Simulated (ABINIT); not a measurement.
Crystal: Al.

```
Al
1.0
     2.81246    0.00000    0.00000
    -1.40623    2.43566    0.00000
     0.00000    0.00000    4.86685
Al
2
Direct
  0.33333 0.66667 0.25000
  0.66667 0.33333 0.75000
```

This isn't the form of Al at room conditions, which is fcc.

Base run:

- Program: ABINIT 10.8.3 (patched build)
- Functional: r2SCAN
- Potentials or basis: JTH PAW PBE v2.0
- Cutoff: 490 eV
- k mesh: 11 × 11 × 6
- Occupations: fermi-dirac, width 0.05 eV
- Spin: no spin polarisation

Its results: band gap on the k mesh none (metal or under the smearing width); pressure -2.4 GPa.

Question: After a change of settings the same cell gave: band gap on the k mesh none (metal or under the smearing width); pressure 4.0 GPa. Which change was it?
A. functional from r2SCAN to AM05
B. functional from r2SCAN to SCAN
C. functional from r2SCAN to BLYP
D. functional from r2SCAN to LDA

Answer: C.

Caveats: the PAW data sets were made with another functional, which shifts forces and pressure a little.
